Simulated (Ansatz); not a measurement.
The system is SiC (Moissanite 3C).

```xyz
2
Lattice="0.0000 2.1790 2.1790 2.1790 0.0000 2.1790 2.1790 2.1790 0.0000" Properties=species:S:1:pos:R:3 pbc="T T T"
Si    0.0000    0.0000    0.0000
C     3.2685    3.2685    3.2685
```

```yaml
Program: Ansatz 0.2.0
Task: relaxation of cell and atoms
Functional: PBEsol0
Potentials_or_basis: Ansatz PAW
Cutoff: "420 eV (not typed: the program's choice for these potentials)"
k_mesh: 5 × 5 × 5
Occupations: fermi-dirac, width 0.05 eV
Spin: no spin polarisation
```

At the start: volume 10.35 Å³/atom.

Task: Where does the relaxation end?

Result: It ends after 4 steps and the volume is 10.18 Å³/atom (-1.6 %); space group F-43m (No. 216, to 0.05 Å).

The path:
```csv
step,energy change (eV),largest force (eV/Å),volume (Å³)
1,0.0000,0.0000,20.69
2,-0.0035,0.0000,20.51
3,-0.0045,0.0000,20.36
4,-0.0040,0.0000,20.36
```

Final structure:
```yaml
crystal:
  lattice:
    - [0.00000, 2.16715, 2.16715]
    - [2.16715, 0.00000, 2.16715]
    - [2.16715, 2.16715, 0.00000]
  atoms:
    - { symbol: Si, position: [0.00000, 0.00000, 0.00000] }
    - { symbol: C, position: [0.75000, 0.75000, 0.75000] }
```

Caveat: the k mesh is coarse (spacing up to 0.50 Å⁻¹), so the values aren't converged, least of all with exact exchange; the plane-wave basis is chosen anew once the cell has moved, so the energies of steps on either side of that aren't comparable; the PAW data sets come from PBE, with cores solved anew for the run's functional, which leaves a small shift of forces and pressure.
